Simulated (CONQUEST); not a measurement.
Crystal: SnO2 (Cassiterite).

```xyz
6
Lattice="3.1865 0.0000 0.0000 0.0000 4.7380 0.0000 0.0000 0.0000 4.7380" Properties=species:S:1:pos:R:3 pbc="T T T"
Sn    1.5933    2.3690    2.3690
Sn    0.0000    0.0000    0.0000
O     1.5933    0.9140    0.9140
O     0.0000    3.2830    1.4550
O     1.5933    3.8240    3.8240
O     0.0000    1.4550    3.2830
```

* Program: CONQUEST 1.3
* Task: single point
* Functional: PBE
* Potentials or basis: PseudoDojo NC PBE, DZP, grid cutoff 150 Ha
* k mesh: 8 × 6 × 6
* Occupations: fermi-dirac, width 0.05 eV
* Spin: no spin polarisation

On this cell: pressure 17.8 GPa; largest force 0.274 eV/Å; band gap on the k mesh 1.04 eV, direct.

The same run follows on a disturbed copy (atoms moved at random, drawn with an rms of 0.05 Å):

```
Sn O
1.0
     3.18650    0.00000    0.00000
     0.00000    4.73800    0.00000
     0.00000    0.00000    4.73800
Sn O
2 4
Cartesian
  1.5851 2.4140 2.3626
  3.1808 0.0291 0.0463
  1.6109 0.9225 0.9124
  0.0109 3.3129 1.4341
  1.6247 3.8486 3.7522
  3.1471 1.4522 3.2766
```

What changes?

The energy moves by +19.2 meV/atom; pressure 17.7 GPa; largest force 1.925 eV/Å; band gap on the k mesh 0.92 eV, direct.

Forces in eV/Å, atoms in the order of the input:
```
Sn  -0.112 -0.958  0.206
Sn   0.676 -0.255 -1.784
O   -0.490  0.656  0.571
O   -0.168 -0.352 -0.013
O   -0.461  0.842  1.116
O    0.576  0.091 -0.084
```

Stress tensor (GPa, compression positive):
```
21.55 -0.99  0.76
-0.99 16.17  0.13
 0.76  0.13 15.36
```

Caveats: spin-orbit coupling is left out, which moves the levels of the heavy elements; the basis of atomic orbitals isn't converged, which shifts pressures, moduli and gaps; so large a pressure means that the cell lies far from this level's equilibrium, or that cutoff or potentials fall short (some runs).

